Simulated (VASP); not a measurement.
The system is Sb2S3 (Stibnite).

```
Sb S
1.0
    11.31100    0.00000    0.00000
     0.00000    3.83890    0.00000
     0.00000    0.00000   11.22300
Sb S
8 12
Cartesian
  5.3231 0.9597 3.6581
  0.3324 2.8792 9.2696
  10.9786 0.9597 1.9534
  5.9879 2.8792 7.5649
  3.9655 2.8792 0.4043
  1.6900 0.9597 6.0158
  9.6210 2.8792 5.2072
  7.3455 0.9597 10.8187
  3.3044 0.9597 2.1527
  2.3511 2.8792 7.7642
  8.9599 0.9597 3.4588
  8.0066 2.8792 9.0703
  6.2188 2.8792 1.3804
  10.7477 0.9597 6.9919
  0.5633 2.8792 4.2311
  5.0922 0.9597 9.8426
  4.2428 2.8792 4.9258
  1.4127 0.9597 10.5373
  9.8983 2.8792 0.6857
  7.0682 0.9597 6.2972
```

- Program: VASP 6.6.1
- Task: relaxation of cell and atoms
- Functional: PBE
- Dispersion: D3(BJ)
- Potentials or basis: VASP PAW PBE potentials, release 64 (Sb, S)
- Cutoff: 600 eV
- k mesh: 4 × 8 × 4
- Occupations: gaussian, width 0.03 eV
- Spin: no spin polarisation

At the start: pressure -0.0 GPa; volume 24.37 Å³/atom.

**Question.** Where does the relaxation end?

**Answer.** Over 25 steps the energy falls by 6.9 meV/atom and the volume is 23.41 Å³/atom (-3.9 %); space group Pnma (No. 62, to 0.05 Å).

The path:
```csv
step,energy change (eV),largest force (eV/Å),pressure (GPa),volume (Å³)
1,0.0000,0.3533,-0.01,487.32
2,-0.0522,0.1176,-0.69,487.21
3,-0.0546,0.1001,-0.87,487.18
4,-0.0908,0.1326,-0.14,478.86
5,-0.0947,0.1491,0.21,475.24
6,-0.1139,0.1167,0.09,473.53
7,-0.1204,0.1492,-0.03,471.51
8,-0.1301,0.0760,-0.05,469.98
9,-0.1310,0.0754,-0.05,469.31
10,-0.1339,0.0520,0.11,468.40
11,-0.1343,0.0566,0.22,467.85
12,-0.1359,0.0479,0.11,468.47
13,-0.1365,0.0571,-0.02,469.21
14,-0.1370,0.0420,-0.03,469.22
15,-0.1377,0.0230,-0.04,469.24
16,-0.1379,0.0241,0.00,468.85
17,-0.1380,0.0300,0.06,468.40
18,-0.1381,0.0257,0.06,468.37
19,-0.1383,0.0139,0.03,468.28
20,-0.1383,0.0130,0.01,468.24
21,-0.1385,0.0104,0.00,468.28
22,-0.1387,0.0151,-0.03,468.35
23,-0.1388,0.0116,0.00,468.16
24,-0.1388,0.0148,0.02,468.01
25,-0.1388,0.0079,0.01,468.10
```

Final structure:
```xyz
20
Lattice="11.1488 0.0000 0.0000 0.0000 3.8403 0.0000 0.0000 0.0000 10.9333" Properties=species:S:1:pos:R:3 pbc="T T T"
Sb    5.3385    0.9601    3.5653
Sb    0.2359    2.8802    9.0319
Sb   10.9129    0.9601    1.9014
Sb    5.8103    2.8802    7.3680
Sb    3.8491    2.8802    0.3727
Sb    1.7253    0.9601    5.8394
Sb    9.4235    2.8802    5.0939
Sb    7.2997    0.9601   10.5606
S     3.2157    0.9601    2.1175
S     2.3587    2.8802    7.5842
S     8.7901    0.9601    3.3492
S     7.9331    2.8802    8.8158
S     6.1386    2.8802    1.3853
S    10.5846    0.9601    6.8520
S     0.5642    2.8802    4.0813
S     5.0102    0.9601    9.5480
S     4.1827    2.8802    4.8282
S     1.3916    0.9601   10.2948
S     9.7571    2.8802    0.6385
S     6.9660    0.9601    6.1051
```
